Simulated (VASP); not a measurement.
InPd, 2 atoms in the cell. It takes space group Fm-3m (No. 225, cubic). Conventional cell: a = 5.492 Å, b = 5.492 Å, c = 5.492 Å, α = 90.00°, β = 90.00°, γ = 90.00°. Around In (site symmetry m-3m) lie 6 Pd at 2.75 Å. Pd (site symmetry m-3m) has 6 In at 2.75 Å as nearest neighbours. The cell was built by a generator and needn't be a form met in nature.

| Quantity | Value |
| --- | --- |
| Program | VASP 6.6.1 |
| Task | relaxation of cell and atoms |
| Functional | PBE |
| Potentials or basis | VASP PAW PBE potentials, release 64 (In_d, Pd) |
| Cutoff | 600 eV |
| k mesh | 8 × 8 × 8 |
| Occupations | fermi-dirac, width 0.05 eV |
| Spin | no spin polarisation |
| Target pressure | 20 GPa |
| Further INCAR settings | ALGO = Fast; EDIFF = 1e-06; IBRION = 2; EDIFFG = -0.005; NSW = 40; ISIF = 3 |
| Target pressure | 20 GPa |

Potentials or basis: VASP PAW PBE potentials, release 64 (In_d, Pd).

Launch:

```sh
$ cat potpaw_PBE.64/In_d/POTCAR potpaw_PBE.64/Pd/POTCAR > POTCAR
$ mpirun -np 1 vasp_std > vasp.out
```

Hardware: 1 thread of AMD EPYC 9R45 96-Core Processor (Zen 5), on a shared host.

Problem. How long does it take, and how much memory?

Solution. Wall time 120 s on 1 thread of AMD EPYC 9R45 96-Core Processor (Zen 5), with other jobs on the host, peak memory 0.17 GiB. Counts: scf iterations 117, k points 29, ion steps 12.
